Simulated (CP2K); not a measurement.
# Ti (P6_3/mmc) in CP2K: notebook

Runs on Ti. Level: PBE. Tasks: single point.

All numbers are computed with CP2K 2026.2; they aren't measurements. Logs are shortened: lines on timing, memory, paths and dates and some standing lists are left out, and cuts for length are marked.

## 1. The cell of the first run

Symmetry: P6_3/mmc, No. 194, hexagonal system. The conventional cell has a = 2.950 Å, b = 2.950 Å, c = 4.680 Å, α = 90.00°, β = 90.00°, γ = 120.00°. Around Ti (site symmetry -6m2) lie 12 Ti at 2.89 to 2.95 Å.

## 2. Single point, PBE (strain_c = 0)

Contents of ti_scf.inp:

```
&GLOBAL
  PROJECT ti_scf
  RUN_TYPE ENERGY_FORCE
  PRINT_LEVEL LOW
&END GLOBAL
&FORCE_EVAL
  METHOD QS
  STRESS_TENSOR ANALYTICAL
  &DFT
    BASIS_SET_FILE_NAME BASIS_MOLOPT_UZH
    POTENTIAL_FILE_NAME POTENTIAL_UZH
    &MGRID
      CUTOFF 450
      REL_CUTOFF 60
      NGRIDS 4
    &END MGRID
    &QS
      METHOD GPW
      EPS_DEFAULT 1.0E-9
    &END QS
    &KPOINTS
      SCHEME MONKHORST-PACK 10 10 6
      GAMMA_CENTERED T
      SYMMETRY T
      SYMMETRY_BACKEND SPGLIB
    &END KPOINTS
    &SCF
      SCF_GUESS ATOMIC
      EPS_SCF 1.0E-6
      MAX_SCF 100
      ADDED_MOS 16
      CHOLESKY OFF
      EPS_EIGVAL 1.0E-7
      &DIAGONALIZATION ON
        ALGORITHM STANDARD
      &END DIAGONALIZATION
      &MIXING ON
        METHOD BROYDEN_MIXING
        ALPHA 0.4
        BETA 1.5
        NBUFFER 8
      &END MIXING
      &SMEAR ON
        METHOD FERMI_DIRAC
        ELECTRONIC_TEMPERATURE [K] 580.226
      &END SMEAR
    &END SCF
    &XC
      &XC_FUNCTIONAL
        &GGA_X_PBE
        &END GGA_X_PBE
        &GGA_C_PBE
        &END GGA_C_PBE
      &END XC_FUNCTIONAL
    &END XC
    &PRINT
      &KPOINTS ON
      &END KPOINTS
      &MULLIKEN ON
      &END MULLIKEN
      &MO ON
        ENERGIES T
        OCCUPATION_NUMBERS T
        &EACH
          QS_SCF 0
        &END EACH
        ADD_LAST NUMERIC
      &END MO
    &END PRINT
  &END DFT
  &SUBSYS
    &CELL
      A 2.9500000000 0.0000000000 0.0000000000
      B -1.4750000000 2.5547749412 0.0000000000
      C 0.0000000000 0.0000000000 4.6800000000
      PERIODIC XYZ
    &END CELL
    &COORD
      SCALED
      Ti  0.6666666667 0.3333333333 0.7500000000
      Ti  0.3333333333 0.6666666667 0.2500000000
    &END COORD
    &KIND Ti
      BASIS_SET TZVP-MOLOPT-PBE-GTH-q12
      POTENTIAL GTH-PBE-q12
    &END KIND
    &PRINT
      &ATOMIC_COORDINATES ON
      &END ATOMIC_COORDINATES
      &CELL ON
      &END CELL
    &END PRINT
  &END SUBSYS
  &PRINT
    &FORCES ON
    &END FORCES
    &STRESS_TENSOR ON
    &END STRESS_TENSOR
  &END PRINT
&END FORCE_EVAL
```

Potentials or basis: POTENTIAL_UZH Ti GTH-PBE-q12; TZVP-MOLOPT-PBE-GTH basis.

The run is started by

```sh
OMP_NUM_THREADS=1 cp2k.psmp -i ti_scf.inp -o ti_scf.out
```

ti_scf.out:

```text

 CP2K| version string:                                       CP2K version 2026.2
 CP2K| Input file name                                                ti_scf.inp

 GLOBAL| Force Environment number                                              1
 GLOBAL| Basis set file name                                    BASIS_MOLOPT_UZH
 GLOBAL| Potential file name                                       POTENTIAL_UZH
 GLOBAL| MM Potential file name                                     MM_POTENTIAL
 GLOBAL| Coordinate file name                                      __STD_INPUT__
 GLOBAL| Method name                                                        CP2K
 GLOBAL| Project name                                                     ti_scf
 GLOBAL| Run type                                                   ENERGY_FORCE
 GLOBAL| FFT library                                                       FFTW3
[... 8 lines left out ...]
 GLOBAL| CPU model name                                                  UNKNOWN

 CELL| Volume [angstrom^3]:                                            35.271223
 CELL| Vector a [angstrom]:       2.950     0.000     0.000   |a| =     2.950000
 CELL| Vector b [angstrom]:      -1.475     2.555     0.000   |b| =     2.950000
 CELL| Vector c [angstrom]:       0.000     0.000     4.680   |c| =     4.680000
 CELL| Angle (b,c), alpha [degree]:                                    90.000000
 CELL| Angle (a,c), beta  [degree]:                                    90.000000
 CELL| Angle (a,b), gamma [degree]:                                   120.000000
 CELL| Numerically orthorhombic:                                              NO
 CELL| Periodicity                                                           XYZ

 CELL_REF| Volume [angstrom^3]:                                        35.271223
 CELL_REF| Vector a [angstrom     2.950     0.000     0.000   |a| =     2.950000
 CELL_REF| Vector b [angstrom    -1.475     2.555     0.000   |b| =     2.950000
 CELL_REF| Vector c [angstrom     0.000     0.000     4.680   |c| =     4.680000
 CELL_REF| Angle (b,c), alpha [degree]:                                90.000000
 CELL_REF| Angle (a,c), beta  [degree]:                                90.000000
 CELL_REF| Angle (a,b), gamma [degree]:                               120.000000
 CELL_REF| Numerically orthorhombic:                                          NO
 CELL_REF| Periodicity                                                       XYZ
[... 9 lines left out ...]
 TOTAL NUMBERS AND MAXIMUM NUMBERS

  Total number of            - Atomic kinds:                                   1
                             - Atoms:                                          2
                             - Shell sets:                                     2
                             - Shells:                                        22
                             - Primitive Cartesian functions:                 12
                             - Cartesian basis functions:                     82
                             - Spherical basis functions:                     70

  Maximum angular momentum of- Orbital basis functions:                        3
                             - Local part of the GTH pseudopotential:          2
                             - Non-local part of the GTH pseudopotential:      3

 MODULE QUICKSTEP: ATOMIC COORDINATES IN ANGSTROM
[... 100 lines left out ...]
     3 Broy./Diag. 0.40E+00    5.0     0.05970127      -116.6362253031  9.44E-01
     4 Broy./Diag. 0.40E+00    5.0     0.03742313      -116.1159736481  5.20E-01
     5 Broy./Diag. 0.40E+00    5.0     0.00120656      -116.1598336897 -4.39E-02
     6 Broy./Diag. 0.40E+00    5.0     0.00229015      -116.1301917531  2.96E-02
     7 Broy./Diag. 0.40E+00    5.0     0.00040026      -116.1344911571 -4.30E-03
     8 Broy./Diag. 0.40E+00    5.0     0.00007618      -116.1310374070  3.45E-03
     9 Broy./Diag. 0.40E+00    5.0     0.00009141      -116.1321250683 -1.09E-03
    10 Broy./Diag. 0.40E+00    5.0     0.00001555      -116.1318962798  2.29E-04
    11 Broy./Diag. 0.40E+00    5.0     0.00000223      -116.1320863813 -1.90E-04
    12 Broy./Diag. 0.40E+00    5.0     0.00000131      -116.1320627466  2.36E-05
    13 Broy./Diag. 0.40E+00    5.0     0.00000039      -116.1320668735 -4.13E-06

  *** SCF run converged in    13 steps ***

  Electronic density on regular grids:        -23.9999999793        0.0000000207
  Core density on regular grids:               23.9999999907       -0.0000000093
  Total charge density on r-space grids:        0.0000000114
  Total charge density g-space grids:           0.0000000114

  Overlap energy of the core charge distribution:               0.00000000000000
  Self energy of the core charge distribution:               -213.25219667272910
  Core Hamiltonian energy:                                     54.21665942025822
  Hartree energy:                                              57.52724159378063
  Exchange-correlation energy:                                -14.62304118726071
  Electronic entropic energy:                                  -0.00073002757186
  Fermi energy:                                                 0.39323208828468

  Total energy:                                              -116.13206687351556
  Total energy (extrapolated to T->0):                       -116.13170185972963

 MO| EIGENVALUES AND OCCUPATION NUMBERS FOR K POINT 1
 MO|
 MO|  Index      Eigenvalue [a.u.]        Eigenvalue [eV]             Occupation
 MO|      1              -1.690169             -45.991846               2.000000
 MO|      2              -1.689682             -45.978592               2.000000
 MO|      3              -0.829483             -22.571372               2.000000
 MO|      4              -0.827643             -22.521325               2.000000
 MO|      5              -0.821109             -22.343508               2.000000
 MO|      6              -0.817613             -22.248371               2.000000
[... 462 lines left out ...]
 MO|     27               1.084580              29.512935               0.000000
 MO|     28               1.089134              29.636833               0.000000
 MO| Sum:                                                              24.000000
 MO| E(Fermi):            0.393232 a.u.         10.700389 eV

 [... the levels of further k-points ...]

 !-----------------------------------------------------------------------------!
                     Mulliken Population Analysis

 #  Atom  Element  Kind  Atomic population                           Net charge
       1     Ti       1         12.000000                             -0.000000
       2     Ti       1         12.000000                              0.000000
 # Total charge                             24.000000                 -0.000000

 !-----------------------------------------------------------------------------!

 ENERGY| Total FORCE_EVAL ( QS ) energy [hartree]           -116.132066666612118

 FORCES| Atomic forces [hartree/bohr]
 FORCES|   Atom     x               y               z               |f|
 FORCES|      1 -1.11078963E-06  6.41516014E-07 -3.39668896E-09   1.28273455E-06
 FORCES|      2  1.11078966E-06 -6.41516016E-07  3.39658325E-09   1.28273458E-06
 FORCES| Sum     3.40232724E-14 -1.82316748E-15 -1.05713720E-13
 FORCES| Total atomic force                                       1.11068887E-13

 STRESS| Analytical stress tensor [bar]
 STRESS|                        x                   y                   z
 STRESS|      x       -1.26517695490E+04   1.29146140076E+01   1.18824891137E-08
 STRESS|      y        1.29146140076E+01  -1.26368582868E+04  -2.70087245816E-10
 STRESS|      z        1.18824891137E-08  -2.70087245816E-10  -1.51737725273E+04
 STRESS| 1/3 Trace                                            -1.34874667877E+04
 STRESS| Determinant                                          -2.42595926389E+12

 STRESS| Eigenvectors and eigenvalues of the analytical stress tensor [bar]
 STRESS|                        1                   2                   3
 STRESS| Eigenvalues  -1.51737725273E+04  -1.26592261173E+04  -1.26294017185E+04
 STRESS|      x          -0.000000000005      0.866016332512      0.500015711575
 STRESS|      y           0.000000000000     -0.500015711575      0.866016332512
 STRESS|      z           1.000000000000      0.000000000004      0.000000000002
```

It took 80 s on 1 thread of Arm Neoverse V1, shared host; peak memory 0.34 GiB.

What came out:

```yaml
Free_energy: -3160.1142 eV
Pressure: -1.3 GPa
Band_gap_on_the_k_mesh: none (metal or under the smearing width)
```

Stress tensor (GPa, compression positive):
```
-1.27  0.00  0.00
 0.00 -1.26  0.00
 0.00  0.00 -1.52
```

Caveat: the basis of atomic orbitals isn't converged, which shifts pressures, moduli and gaps.

## 3. Single point, PBE (strain_c = -0.02)

Edit ti_scf.inp of step 2 so:

```diff
@@ -74,3 +74,3 @@
       B -1.4750000000 2.5547749412 0.0000000000
-      C 0.0000000000 0.0000000000 4.6800000000
+      C 0.0000000000 0.0000000000 4.5864000000
       PERIODIC XYZ
```

Potentials or basis: POTENTIAL_UZH Ti GTH-PBE-q12; TZVP-MOLOPT-PBE-GTH basis.

The run is started by

```sh
OMP_NUM_THREADS=1 cp2k.psmp -i ti_scf.inp -o ti_scf.out
```

Run time: 83 s. Hardware: 1 thread of Arm Neoverse V1, shared host; peak memory 0.35 GiB.

It converged, with:

```
Free energy            : -3160.1133 eV
Pressure               : 0.9 GPa
Band gap on the k mesh : none (metal or under the smearing width)
```

Stress tensor (GPa, compression positive):
```
0.30 0.00 0.00
0.00 0.30 0.00
0.00 0.00 2.04
```

Levels at points of the mesh, in eV from the Fermi level:
```tsv
k point	band 8	band 9	band 10	band 11	band 12	band 13	band 14	band 15	band 16	band 17
(0.00, 0.00, 0.00)	-32.65	-6.20	-2.70	0.75	0.75	1.00	1.02	1.29	1.29	1.55
(0.00, 0.00, 0.50)	-32.71	-4.29	-4.29	0.16	0.16	0.63	0.63	0.63	0.63	2.84
(0.00, 0.50, 0.00)	-32.72	-2.37	-2.19	-1.84	-0.66	0.39	0.72	1.26	3.30	3.56
(0.00, 0.50, 0.50)	-32.82	-2.56	-2.56	-0.78	-0.78	1.37	1.37	1.69	1.69	3.46
```

Caveat: the basis of atomic orbitals isn't converged, which shifts pressures, moduli and gaps.

[end of part 1 of 2]
